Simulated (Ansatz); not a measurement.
The reference is InN in the wurtzite structure (space group P6_3mc, No. 186; a = 3.581 Å, c = 5.788 Å). Axes: x lies along a and z along c of the hexagonal cell.

Method: DFT with PBE, PAW potentials and a 420 eV plane-wave cutoff in Ansatz (a program for electronic structure), no spin-orbit coupling.

Base values:

The pressure is 0.0 GPa and the shortest interatomic distance is 2.183 Å.

Perturbation: the cell is stretched by 2.88 % along z with no lateral relaxation; the atoms relax in the strained cell.

### Question
What happens to the energy relative to the base, pressure, largest internal atomic displacement and shortest interatomic distance?

### Answer
The energy rises by 8.5 meV/atom; the pressure (mean of the normal stresses, compression positive) goes from zero to -3.2 GPa; the largest internal atomic displacement amounts to 0.015 Å; the shortest interatomic distance increases by 0.017 Å (2.183 Å → 2.200 Å).

The mesh was chosen for an insulator and is coarse for the gapless case. No phonon test of stability was made. The final runs are not spin-polarised.
